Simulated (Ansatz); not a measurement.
**Li (Lithium): further runs on the relaxed cell**

The task here is to estimate one member of a computed series from the others.

Computed with Ansatz 0.2.0 (DFT PBE and PBEsol (the runs whose input is shown use PBEsol), scalar-relativistic, plane waves, PAW).

1 further run of the same task is left out (set aside as unsound or not needed).

## The structure to begin with

It takes space group Im-3m (No. 229, cubic). The conventional cell has a = 3.432 Å, b = 3.432 Å, c = 3.432 Å, α = 90.00°, β = 90.00°, γ = 90.00°. Li (site symmetry m-3m) has 8 Li at 2.97 Å as nearest neighbours.

Structure file:

```cif
data_structure
_symmetry_space_group_name_H-M 'P 1'
_symmetry_Int_Tables_number 1
_cell_length_a 2.9719
_cell_length_b 2.9719
_cell_length_c 2.9719
_cell_angle_alpha 109.471
_cell_angle_beta 109.471
_cell_angle_gamma 109.471
_cell_volume 20.21
loop_
_atom_site_label
_atom_site_type_symbol
_atom_site_fract_x
_atom_site_fract_y
_atom_site_fract_z
_atom_site_occupancy
Li1 Li 0.00000 0.00000 0.00000 1
```

It is the result of an earlier relaxation at this level (volume 20.21 Å³/atom; gap on the mesh: none (metal)).

The first run:

File input.yaml:

```yaml
crystal:
  lattice:
    - [-1.7158075576, 1.7158075576, 1.7158075576]
    - [1.7158075576, -1.7158075576, 1.7158075576]
    - [1.7158075576, 1.7158075576, -1.7158075576]
  atoms:
    - { symbol: Li, position: [0.0, 0.0, 0.0] }
basis:
  ecutwfc: 420
kpoints:
  mp_grid: { grid: [16, 16, 16] }
hamiltonian:
  xc: pbesol
scf:
  occupations: { method: gaussian, width: 0.1 }
output:
  forces: true
  stress: true
  eigenvalues: true
relax:
  adjacent_minimum: "off"
  f_tol: 0.005
  max_steps: 50
  cell: { stress_tol: 0.05 }
```

On the command line:

```
$ ansatz run input.yaml --threads 1 --pin off --max-ram 2560MiB --backend cpu --events-out ev --progress --plain --runs-dir out
```

Among the steps run: The cell under PBEsol; The cell under PBE+D3(BJ); Relaxing with LDA; Relaxing with r2SCAN.

One of the session's tables, all rows but one given; the rest of the session is left out.

It belongs to the step «Relaxed cells side by side». 

```
functional  a (Å)  b (Å)  c (Å)  volume (Å³/atom)
       PBE  2.972  2.972  2.972             20.21
    PBEsol  2.972  2.972  2.972             20.21
PBE+D3(BJ)  2.877  2.877  2.877             18.33
       LDA  2.910  2.910  2.910             18.98
    r2SCAN      ?      ?      ?                 ?
```

Q: Estimate the row for r2SCAN from the others.

As computed: a (Å): 3.011; b (Å): 3.011; c (Å): 3.011; volume (Å³/atom): 21.00. In the column «a (Å)» it is the highest.
